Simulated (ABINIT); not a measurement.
Runs of ABINIT 10.8.3 (patched build) on Al2Pt. The structure is cubic, space group Fm-3m (No. 225). Conventional cell: a = 5.910 Å, b = 5.910 Å, c = 5.910 Å, α = 90.00°, β = 90.00°, γ = 90.00°. Pt (site symmetry m-3m) has 8 Al at 2.56 Å as nearest neighbours. Al (site symmetry -43m) has 4 Pt at 2.56 Å as nearest neighbours. 

```csv
level,potentials or basis,cutoff (eV),fine-grid cutoff,gap on the mesh (eV),pressure (GPa),relaxed volume (Å³/atom)
PBE,SPMS NC PBE v1.0,599,-,none,0.0,17.50
PBE,JTH PAW PBE v2.0,435,870.764 eV,none,0.0,17.51
LDA,JTH PAW LDA v2.0,435,870.764 eV,none,0.0,(b)
LDA,PseudoDojo NC SR LDA v0.4.1 standard,1088,-,none,0.0,16.66
PBE,PseudoDojo NC SR PBE v0.4.1 standard,1143,-,none,0.0,(a)
```

Alike in all rows: task relaxation of cell and atoms; no spin polarisation; cell relaxed; k mesh 6 × 6 × 6; smearing fermi-dirac 0.05 eV.

Question: Fill in the values left out.

Answer: (a) 17.49; (b) 16.70.

A k mesh can miss the band edges, and the runs leave out spin-orbit coupling on Pt.

A gap of «none» marks a metal or a gap under the smearing width.

Not every run made on this cell is shown here.
